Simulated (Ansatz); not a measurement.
Zone-centre phonons of ZrO2 at 15 GPa: input and output

Computed with DFT PBEsol, scalar-relativistic, plane waves, PAW (Ansatz 0.2.0).

Launched with:
```bash
ansatz run input.yaml --threads 1 --pin off --max-ram 3072MiB --backend cpu --events-out ev --progress --plain --runs-dir out
```

Input (bare energies are in eV):
```yaml
crystal:
  lattice:
    - [3.5196611189, 0.0, 0.0]
    - [0.0, 3.5196611189, 0.0]
    - [0.0, 0.0, 5.0194302003]
  atoms:
    - { symbol: Zr, position: [0.0, 0.0, 0.0] }
    - { symbol: Zr, position: [0.5, 0.5, 0.5] }
    - { symbol: O, position: [0.0, 0.5, 0.2179523472] }
    - { symbol: O, position: [0.0, 0.5, 0.7179523472] }
    - { symbol: O, position: [0.5, 0.0, 0.2820476528] }
    - { symbol: O, position: [0.5, 0.0, 0.7820476528] }
basis:
  ecutwfc: 420
kpoints:
  mp_grid: { grid: [6, 6, 6] }
hamiltonian:
  xc: pbesol
scf:
  occupations: { method: fixed }
output:
  eigenvalues: true
phonons:
  method: dfpt
  dielectric: true
  rigid_motions: translations
  eigenvectors: true
```

The end of the output:
```
--- Phonons (Γ-DFPT): 5 representative perturbations + reference, on 112 of 216 k-points (Σ response iterations 16) ---
  k mesh reduced under 1 symmetry operation, with k and −k counted as one. Each operation leaves every solved perturbation unchanged. A smaller set is not considered because the run solves the response ...
  ASR residual: 1.760e-4 → 0.000e0 eV/Å²; symmetrization residual: 2.377e-5 eV/Å²
  ASR residual per site (eV/Å²): 1.76e-4 1.76e-4 7.04e-5 7.04e-5 7.04e-5 7.04e-5
  Γ frequencies (cm⁻¹): 0.00 0.00 0.00 157.15 157.15 210.29 210.29 225.87 347.21 354.04 446.39 446.39 515.34 515.34 623.59 669.88 669.88 704.00
  ε∞ (high-frequency dielectric tensor):
        5.783732     0.000000    -0.000000
        0.000000     5.783732     0.000000
       -0.000000     0.000000     5.450500
  ε⁰ (static dielectric tensor: ions relaxed, cell fixed):
       33.837028     0.000000     0.000000
        0.000000    33.837028    -0.000000
        0.000000    -0.000000    21.233433
  ε⁰ − ε∞ (ionic part):
       28.053296     0.000000     0.000000
        0.000000    28.053296    -0.000000
        0.000000    -0.000000    15.782933
  softest optical mode at Γ: 157.15 cm⁻¹; the repairs (sum rule, projections) moved no ω² at Γ by more than (2.91 cm⁻¹)²
  Born effective charges Z* (e; rows j = field, columns β = displacement):
    site 0:
         5.75255    0.00000    0.00000
         0.00000    5.75255    0.00000
         0.00000    0.00000    5.33649
    site 1:
         5.75255    0.00000    0.00000
         0.00000    5.75255    0.00000
         0.00000    0.00000    5.33649
    site 2:
        -2.35244   -0.00000   -0.00000
        -0.00000   -3.40011   -0.00000
         0.00000   -0.00000   -2.66824
    site 3:
        -3.40011   -0.00000   -0.00000
        -0.00000   -2.35244   -0.00000
        -0.00000    0.00000   -2.66824
    site 4:
        -2.35244   -0.00000   -0.00000
        -0.00000   -3.40011   -0.00000
         0.00000   -0.00000   -2.66824
    site 5:
        -3.40011   -0.00000   -0.00000
        -0.00000   -2.35244   -0.00000
        -0.00000    0.00000   -2.66824
  Z* charge neutrality: 1.666e-3 e pre-enforcement
  solved inside a basis spanned on kpoints, on 6×6×6 k-points, its susceptibility summed on 10×10×8: ε∞ is read to err by 1.7e-2, Z* by 2.0e-2 e (field_mesh: kpoints solves on kpoints); Z* is corrected for ...
  optical modes at Γ without the LO–TO term, one row a degenerate level:
      ω (cm⁻¹) modes IR ((D/Å)²/amu)
        157.15      2             0.0000
        210.29      2            55.2952
        225.87      1             0.0000
        347.21      1            55.4704
        354.04      1             0.0000
        446.39      2            76.7850
        515.34      2             0.0000
        623.59      1             0.0000
        669.88      2             0.0000
        704.00      1             0.0000
  optical modes at Γ + LO–TO along q̂ = [1.0000, 0.0000, 0.0000]:
      ω (cm⁻¹) modes IR ((D/Å)²/amu)
        157.15      2             0.0000
        210.29      1            27.6476
        225.87      1             0.0000
        309.09      1             2.0211
        347.21      1            55.4704
        354.04      1             0.0000
        446.39      1            38.3925
        515.34      2             0.0000
        623.59      1             0.0000
        669.88      2             0.0000
        704.00      1             0.0000
        734.57      1            64.0190
  optical modes at Γ + LO–TO along q̂ = [0.0000, 1.0000, 0.0000]:
      ω (cm⁻¹) modes IR ((D/Å)²/amu)
        157.15      2             0.0000
        210.29      1            27.6476
        225.87      1             0.0000
        309.09      1             2.0211
        347.21      1            55.4704
        354.04      1             0.0000
        446.39      1            38.3925
        515.34      2             0.0000
        623.59      1             0.0000
        669.88      2             0.0000
        704.00      1             0.0000
        734.57      1            64.0190
  optical modes at Γ + LO–TO along q̂ = [0.0000, 0.0000, 1.0000]:
      ω (cm⁻¹) modes IR ((D/Å)²/amu)
        157.15      2             0.0000
        210.29      2            55.2952
        225.87      1             0.0000
        354.04      1             0.0000
        446.39      2            76.7850
        515.34      2             0.0000
        623.59      1             0.0000
        669.88      2             0.0000
        685.30      1            55.4704
        704.00      1             0.0000
```

The run took 68 s on 1 thread of AMD EPYC 9R45 96-Core Processor (Zen 5) (shared host), peak memory 1.2 GiB.

Other phases may be more stable at this pressure.

This form isn't the usual stable structure of the compound at low pressure.